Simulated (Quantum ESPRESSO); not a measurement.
# In3Sb (Pm-3m) in Quantum ESPRESSO: reference runs

How does In3Sb come out in PBEsol? The cell is run as given and disturbed.

Program: Quantum ESPRESSO 7.5. These are calculated values, not measurements. Logs are shortened: lines on timing, memory, paths and dates and some standing lists are left out, and cuts for length are marked.

### 1 The structure

Symmetry: Pm-3m, No. 221, cubic system. The conventional cell has a = 4.837 Å, b = 4.837 Å, c = 4.837 Å, α = 90.00°, β = 90.00°, γ = 90.00°. Around Sb (site symmetry m-3m) lie 12 In at 3.42 Å. In (site symmetry 4/mmm) is surrounded by 4 Sb at 3.42 Å and 8 In at 3.42 Å.

The cell comes from a database or a generator and needn't be the stable form of this composition.

### 2 Single point, PBEsol

Input file pw.in:

```
&CONTROL
  calculation = 'scf'
  prefix = 'pwscf'
  outdir = './tmp'
  pseudo_dir = './pseudo'
  tprnfor = .true.
  tstress = .true.
  disk_io = 'low'
/
&SYSTEM
  ibrav = 0
  nat = 4
  ntyp = 2
  ecutwfc = 56
  ecutrho = 448
  nbnd = 37
  occupations = 'smearing'
  smearing = 'fd'
  degauss = 0.00367493
/
&ELECTRONS
  conv_thr = 8d-10
  electron_maxstep = 120
  mixing_beta = 0.5
/
ATOMIC_SPECIES
Sb   121.7600 sb_pbesol_v1.4.uspp.F.UPF
In   114.8180 in_pbesol_v1.4.uspp.F.UPF
CELL_PARAMETERS angstrom
   4.8369620000    0.0000000000    0.0000000000
   0.0000000000    4.8369620000    0.0000000000
   0.0000000000    0.0000000000    4.8369620000
ATOMIC_POSITIONS crystal
Sb     0.0000000000    0.0000000000    0.0000000000
In     0.0000000000    0.5000000000    0.5000000000
In     0.5000000000    0.0000000000    0.5000000000
In     0.5000000000    0.5000000000    0.0000000000
K_POINTS automatic
6 6 6 0 0 0
```

Input file pp_density.in:

```
&INPUTPP
  prefix = 'pwscf'
  outdir = './tmp'
  filplot = 'density.dat'
  plot_num = 0
/
&PLOT
  nfile = 1
  filepp(1) = 'density.dat'
  iflag = 3
  output_format = 6
  fileout = 'density.cube'
/
```

Input file pp_potential.in:

```
&INPUTPP
  prefix = 'pwscf'
  outdir = './tmp'
  filplot = 'potential.dat'
  plot_num = 11
/
&PLOT
  nfile = 1
  filepp(1) = 'potential.dat'
  iflag = 3
  output_format = 6
  fileout = 'potential.cube'
/
```

Potentials or basis: GBRV 1.5 PBEsol.

On the command line:

```sh
$ OMP_NUM_THREADS=1 mpirun -n 2 pw.x -nk 2 -in pw.in > pw.out
$ OMP_NUM_THREADS=1 mpirun -n 1 pp.x -in pp_density.in > pp_density.out
$ OMP_NUM_THREADS=1 mpirun -n 1 pp.x -in pp_potential.in > pp_potential.out
```

pw.out:

```text
This program is part of the open-source Quantum ESPRESSO suite
     for quantum simulation of materials; please cite
         "P. Giannozzi et al., J. Phys.:Condens. Matter 21 395502 (2009);
         "P. Giannozzi et al., J. Phys.:Condens. Matter 29 465901 (2017);
         "P. Giannozzi et al., J. Chem. Phys. 152 154105 (2020);
     in publications or presentations arising from this work. More details at

     Message from routine setup:
     using ibrav=0 with symmetry is DISCOURAGED, use correct ibrav instead

     K-points division:     npool     =       2
     Subspace diagonalization in iterative solution of the eigenvalue problem:
     a serial algorithm will be used

     G-vector sticks info
     --------------------
     sticks:   dense  smooth     PW     G-vecs:    dense   smooth      PW
     Sum        2965    1481    437               122321    43387    6859

     Using Slab Decomposition

     bravais-lattice index     =            0
     lattice parameter (alat)  =       9.1405  a.u.
     unit-cell volume          =     763.6856 (a.u.)^3
     number of atoms/cell      =            4
     number of atomic types    =            2
     number of electrons       =        54.00
     number of Kohn-Sham states=           37
     kinetic-energy cutoff     =      56.0000  Ry
     charge density cutoff     =     448.0000  Ry
     scf convergence threshold =      8.0E-10
     mixing beta               =       0.5000
     number of iterations used =            8  plain     mixing
     Exchange-correlation= SLA  PW   PSX  PSC
                           (   1   4  10   8   0   0   0)

     celldm(1)=   9.140533  celldm(2)=   0.000000  celldm(3)=   0.000000
     celldm(4)=   0.000000  celldm(5)=   0.000000  celldm(6)=   0.000000

     crystal axes: (cart. coord. in units of alat)
               a(1) = (   1.000000   0.000000   0.000000 )
               a(2) = (   0.000000   1.000000   0.000000 )
               a(3) = (   0.000000   0.000000   1.000000 )

     reciprocal axes: (cart. coord. in units 2 pi/alat)
               b(1) = (  1.000000  0.000000  0.000000 )
               b(2) = (  0.000000  1.000000  0.000000 )
               b(3) = (  0.000000  0.000000  1.000000 )

     PseudoPot. # 1 for Sb read from file:
     sb_pbesol_v1.4.uspp.F.UPF
     Pseudo is Ultrasoft + core correction, Zval = 15.0
     Generated by new atomic code, or converted to UPF format
     Using radial grid of  891 points,  6 beta functions with:
                l(1) =   0
                l(2) =   0
                l(3) =   1
                l(4) =   1
                l(5) =   2
                l(6) =   2
     Q(r) pseudized with  8 coefficients,  rinner =    1.350   1.350   1.350
                                                       1.350   1.350

     PseudoPot. # 2 for In read from file:
     in_pbesol_v1.4.uspp.F.UPF
     Pseudo is Ultrasoft + core correction, Zval = 13.0
     Generated by new atomic code, or converted to UPF format
     Using radial grid of  889 points,  6 beta functions with:
                l(1) =   0
                l(2) =   0
                l(3) =   1
                l(4) =   1
                l(5) =   2
                l(6) =   2
     Q(r) pseudized with  6 coefficients,  rinner =    1.400   1.400   1.400
                                                       1.400   1.400

     atomic species   valence    mass     pseudopotential
     Sb               15.00   121.76000     Sb( 1.00)
     In               13.00   114.81800     In( 1.00)

     48 Sym. Ops., with inversion, found

   Cartesian axes

     site n.     atom                  positions (alat units)
         1        Sb     tau(   1) = (   0.0000000   0.0000000   0.0000000  )
         2        In     tau(   2) = (   0.0000000   0.5000000   0.5000000  )
         3        In     tau(   3) = (   0.5000000   0.0000000   0.5000000  )
         4        In     tau(   4) = (   0.5000000   0.5000000   0.0000000  )

     number of k points=    20  Fermi-Dirac smearing, width (Ry)=  0.0037
                       cart. coord. in units 2pi/alat
        k(    1) = (   0.0000000   0.0000000   0.0000000), wk =   0.0092593
        k(    2) = (   0.0000000   0.0000000   0.1666667), wk =   0.0555556
        k(    3) = (   0.0000000   0.0000000   0.3333333), wk =   0.0555556
        k(    4) = (   0.0000000   0.0000000  -0.5000000), wk =   0.0277778
        k(    5) = (   0.0000000   0.1666667   0.1666667), wk =   0.1111111
        k(    6) = (   0.0000000   0.1666667   0.3333333), wk =   0.2222222
[... 12 lines left out ...]
        k(   19) = (   0.3333333  -0.5000000  -0.5000000), wk =   0.0555556
        k(   20) = (  -0.5000000  -0.5000000  -0.5000000), wk =   0.0092593

     Dense  grid:   122321 G-vectors     FFT dimensions: (  64,  64,  64)

     Smooth grid:    43387 G-vectors     FFT dimensions: (  45,  45,  45)

     Initial potential from superposition of free atoms

     starting charge      48.5000, renormalised to      54.0000
     Starting wfcs are   36 randomized atomic wfcs +    1 random wfcs

     Self-consistent Calculation

     iteration #  1     ecut=    56.00 Ry     beta= 0.50
     Davidson diagonalization with overlap
     ethr =  1.00E-02,  avg # of iterations =  5.8

     total energy              =    -580.72702986 Ry
     estimated scf accuracy    <      11.86512236 Ry

     iteration #  2     ecut=    56.00 Ry     beta= 0.50
     Davidson diagonalization with overlap
     ethr =  1.00E-02,  avg # of iterations =  2.0
[... 50 lines left out ...]
     total energy              =    -584.15471552 Ry
     estimated scf accuracy    <          3.9E-09 Ry

     iteration # 10     ecut=    56.00 Ry     beta= 0.50
     Davidson diagonalization with overlap
     ethr =  7.30E-12,  avg # of iterations =  2.0

     End of self-consistent calculation

          k = 0.0000 0.0000 0.0000 (  5449 PWs)   bands (ev):

   -19.3651 -19.3651 -19.3649 -19.3649 -19.3649  -5.1336  -5.1308  -5.1308
    -5.1308  -5.0003  -5.0003  -4.8867  -4.8867  -4.8867  -4.8330  -4.8330
    -4.7535  -4.7261  -4.7261  -4.7261  -0.9976   4.0582   6.5993   6.5993
     6.5993   7.0548   7.0548  11.6674  11.6674  11.6674  13.2386  13.2386
    13.2386  15.4345  15.8833  15.8834  16.0864

          k = 0.0000 0.0000 0.1667 (  5398 PWs)   bands (ev):
[... 57 lines left out ...]
   -19.3652 -19.3650 -19.3649 -19.3646 -19.3637  -5.0365  -5.0234  -5.0177
    -4.9750  -4.9570  -4.9299  -4.9295  -4.9255  -4.9115  -4.9107  -4.8733
    -4.8541  -4.8356  -4.8203  -4.8167   0.2292   2.6765   3.9704   4.9588
     8.4997   8.5858   9.2763  10.0798  10.7226  11.4472  11.6285  12.4673
    13.6284  13.9776  16.0382  16.0412  18.6729

          k = 0.0000-0.5000-0.5000 (  5440 PWs)   bands (ev):

   -19.3653 -19.3650 -19.3650 -19.3645 -19.3635  -5.0278  -5.0278  -4.9893
    -4.9768  -4.9357  -4.9294  -4.9294  -4.9252  -4.9074  -4.9074  -4.8947
    -4.8689  -4.8505  -4.8253  -4.8253   0.4161   3.5228   3.5228   3.7544
     8.8388   9.2951   9.6974   9.6974  10.7552  10.9712  10.9712  11.2510
    15.1776  15.1776  16.4162  16.8626  17.9028

          k = 0.1667 0.1667 0.1667 (  5383 PWs)   bands (ev):

   -19.3649 -19.3649 -19.3649 -19.3646 -19.3646  -5.1094  -5.0816  -5.0816
    -5.0674  -4.9711  -4.9711  -4.9289  -4.8804  -4.8804  -4.8537  -4.8537
    -4.8117  -4.7835  -4.7835  -4.7404  -0.5697   3.3247   5.1862   5.1862
     8.3497   8.7290   8.7290   9.5274  10.9767  10.9767  12.7130  12.7130
    13.8985  14.2541  16.1767  16.3843  16.3843
[... 27 lines left out ...]
   -19.3652 -19.3650 -19.3650 -19.3643 -19.3637  -5.0472  -5.0248  -5.0177
    -5.0027  -4.9731  -4.9696  -4.9392  -4.9057  -4.8976  -4.8880  -4.8633
    -4.8569  -4.8410  -4.8129  -4.7784   0.3449   2.8694   4.1000   5.1280
     6.8605   7.6338   9.0361   9.8869  10.7579  12.0704  12.9722  13.6815
    14.1959  14.5843  16.0804  16.1437  18.5313

          k = 0.1667-0.5000-0.5000 (  5388 PWs)   bands (ev):

   -19.3653 -19.3650 -19.3650 -19.3642 -19.3635  -5.0283  -5.0283  -5.0219
    -5.0092  -4.9708  -4.9708  -4.9468  -4.9053  -4.8978  -4.8843  -4.8843
    -4.8508  -4.8162  -4.8031  -4.8031   0.5255   3.7127   3.7127   3.9468
     7.2524   8.2401   8.2401   8.9177  11.2145  12.6016  12.6016  13.3791
    15.3310  15.3310  16.5666  16.9464  18.0865

          k = 0.3333 0.3333 0.3333 (  5424 PWs)   bands (ev):

   -19.3652 -19.3652 -19.3652 -19.3639 -19.3639  -5.0700  -5.0290  -5.0286
    -5.0286  -4.9780  -4.9780  -4.9445  -4.9342  -4.8696  -4.8696  -4.8592
    -4.8592  -4.8109  -4.8109  -4.7486   0.4240   3.3115   4.6422   4.6422
     6.9254   6.9452   6.9452   9.2412  12.0758  13.3645  13.3645  14.5402
    14.5402  15.6672  16.9497  16.9497  17.5776

          k = 0.3333 0.3333-0.5000 (  5428 PWs)   bands (ev):

   -19.3652 -19.3652 -19.3652 -19.3639 -19.3636  -5.0561  -5.0506  -5.0207
    -5.0117  -5.0111  -5.0022  -4.9598  -4.9063  -4.8765  -4.8685  -4.8571
    -4.8568  -4.8048  -4.7803  -4.7584   0.6128   3.4435   4.3165   5.3596
     5.8774   6.2781   7.5225   8.2684  12.5993  13.8528  13.9550  14.5854
    15.8744  16.1263  16.1775  16.4360  18.4385

          k = 0.3333-0.5000-0.5000 (  5432 PWs)   bands (ev):

   -19.3653 -19.3652 -19.3652 -19.3638 -19.3635  -5.0704  -5.0362  -5.0362
    -5.0354  -5.0039  -5.0039  -4.9927  -4.8794  -4.8727  -4.8727  -4.8636
    -4.8515  -4.7694  -4.7671  -4.7671   0.7733   4.2774   4.2774   4.4925
     5.9775   6.6031   6.6031   7.2369  13.4020  14.2345  14.2345  15.8234
    16.1485  16.1485  16.9483  17.1358  18.6716

          k =-0.5000-0.5000-0.5000 (  5400 PWs)   bands (ev):

   -19.3653 -19.3653 -19.3653 -19.3635 -19.3635  -5.0892  -5.0458  -5.0458
    -5.0458  -5.0095  -5.0095  -5.0095  -4.8691  -4.8691  -4.8691  -4.8518
    -4.8518  -4.7520  -4.7520  -4.7520   0.9171   5.0243   5.0243   5.0243
     5.4889   5.4889   5.4889   6.3240  14.6265  14.6265  14.6265  17.2164
    17.2164  17.2164  17.2449  17.2449  19.9050

     the Fermi energy is     9.3394 ev

!    total energy              =    -584.15471552 Ry
     estimated scf accuracy    <          8.3E-11 Ry
     smearing contrib. (-TS)   =      -0.00122589 Ry
     internal energy E=F+TS    =    -584.15348963 Ry

     The total energy is F=E-TS. E is the sum of the following terms:
     one-electron contribution =    -204.32951344 Ry
     hartree contribution      =     142.15249599 Ry
     xc contribution           =    -155.57238906 Ry
     ewald contribution        =    -366.40408312 Ry

     convergence has been achieved in  10 iterations

     Forces acting on atoms (cartesian axes, Ry/au):

     atom    1 type  1   force =     0.00000000    0.00000000    0.00000000
     atom    2 type  2   force =     0.00000000    0.00000000    0.00000000
     atom    3 type  2   force =     0.00000000    0.00000000    0.00000000
     atom    4 type  2   force =     0.00000000    0.00000000    0.00000000

     Total force =     0.000000     Total SCF correction =     0.000000

     Computing stress (Cartesian axis) and pressure

          total   stress  (Ry/bohr**3)                   (kbar)     P=      -27.26
  -0.00018534   0.00000000   0.00000000          -27.26        0.00        0.00
   0.00000000  -0.00018534   0.00000000            0.00      -27.26        0.00
   0.00000000   0.00000000  -0.00018534            0.00        0.00      -27.26

=------------------------------------------------------------------------------=
   JOB DONE.
=------------------------------------------------------------------------------=
```

Wall time 36 s (2 MPI ranks of Intel Xeon 6975P-C (Granite Rapids), shared host); peak memory 0.64 GiB.

Results:

- Free energy: -7947.8298 eV
- Pressure: -2.7 GPa
- Band gap on the k mesh: none (metal or under the smearing width)

Levels at points of the mesh, in eV from the Fermi level:
| k point | band 23 | band 24 | band 25 | band 26 | band 27 | band 28 | band 29 | band 30 | band 31 | band 32 |
| --- | --- | --- | --- | --- | --- | --- | --- | --- | --- | --- |
| (0.00, 0.00, 0.00) | -2.74 | -2.74 | -2.74 | -2.28 | -2.28 | 2.33 | 2.33 | 2.33 | 3.90 | 3.90 |
| (0.00, 0.00, -0.50) | -3.84 | -1.74 | -1.45 | -1.45 | -0.11 | -0.11 | 0.25 | 1.17 | 4.44 | 4.55 |
| (0.00, -0.50, -0.50) | -5.82 | -5.58 | -0.50 | -0.04 | 0.36 | 0.36 | 1.42 | 1.63 | 1.63 | 1.91 |
| (-0.50, -0.50, -0.50) | -4.32 | -4.32 | -3.85 | -3.85 | -3.85 | -3.02 | 5.29 | 5.29 | 5.29 | 7.88 |

The run has no spin-orbit coupling, so splittings on Sb are missing.

### 3 Single point, PBEsol (atoms moved at random, drawn with an rms of 0.05 Å)

pw.in: that of step 2 with these lines changed.

```diff
@@ -7,3 +7,3 @@
   tstress = .true.
-  disk_io = 'low'
+  disk_io = 'nowf'
 /
@@ -33,6 +33,6 @@
 ATOMIC_POSITIONS crystal
-Sb     0.0000000000    0.0000000000    0.0000000000
-In     0.0000000000    0.5000000000    0.5000000000
-In     0.5000000000    0.0000000000    0.5000000000
-In     0.5000000000    0.5000000000    0.0000000000
+Sb     0.0013580000    0.0052660000    0.0117560000
+In     0.0017840000    0.4943740000    0.5075110000
+In     0.5051020000    0.0118670000    0.4989590000
+In     0.5060830000    0.5022790000    0.0018730000
 K_POINTS automatic
```

Potentials or basis: GBRV 1.5 PBEsol.

On the command line:

```sh
$ OMP_NUM_THREADS=1 mpirun -n 2 pw.x -nk 2 -in pw.in > pw.out
```

It took 1.9 min on 2 MPI ranks of Intel Xeon 6975P-C (Granite Rapids), shared host; peak memory 0.88 GiB.

Results (log left out):

| Quantity | Value |
| --- | --- |
| Free energy | -7947.8247 eV |
| Pressure | -2.7 GPa |
| Largest force | 0.110 eV/Å |
| Band gap on the k mesh | none (metal or under the smearing width) |

Forces on the atoms (eV/Å):
```
Sb   0.013 -0.042  0.001
In   0.037  0.088 -0.007
In  -0.023 -0.105  0.023
In  -0.026  0.060 -0.016
```

Levels at points of the mesh, in eV from the Fermi level:
```
              k point  band 25  band 26  band 27  band 28  band 29  band 30
   (0.00, 0.00, 0.00)    -2.74    -2.28    -2.27     2.33     2.33     2.33
  (0.00, 0.00, -0.50)    -1.46    -1.46    -0.11    -0.10     0.25     1.17
 (0.00, -0.50, -0.50)    -0.51    -0.05     0.35     0.37     1.42     1.56
(-0.50, -0.50, -0.50)    -3.85    -3.82    -3.80    -3.00     5.29     5.29
  (-0.50, 0.00, 0.00)    -1.46    -1.45    -0.15    -0.11     0.29     1.17
  (0.00, -0.50, 0.00)    -1.46    -1.46    -0.11    -0.10     0.26     1.16
  (-0.50, 0.00, 0.50)    -0.52    -0.03     0.36     0.36     1.40     1.63
  (-0.50, 0.50, 0.00)    -0.52    -0.05     0.35     0.38     1.42     1.60
```
